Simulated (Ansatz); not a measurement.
# Ge

```
CELL_PARAMETERS angstrom
2.97596 0.00000 0.00000
-1.48798 2.57726 0.00000
0.00000 0.00000 5.05350
ATOMIC_POSITIONS crystal
Ge 0.33333 0.66667 0.25000
Ge 0.66667 0.33333 0.75000
```

Atom numbers follow the list: Ge1, Ge2.

The structure comes from a relaxation in the same program, started in the hcp type, and has space group P6_3/mmc. Whether it is a known phase or the ground state wasn't checked.

These are results of Ansatz 0.2.0, DFT, PBE, all-electron LAPW, scalar-relativistic, not measurements.

Numerical set-up: a Γ-centred 15×15×8 k mesh, Fermi–Dirac smearing of 0.05 eV, basis error target 0.5 meV/atom, no spin polarisation.

```yaml
Band_gap: "none: bands cross the Fermi level, a metal"
Density_of_states_at_the_Fermi_level_0.2_eV_bin: 0.85 states/eV per cell
Volume_per_atom: 19.38 Å³
Pressure_at_this_cell: 0.2 kbar
```
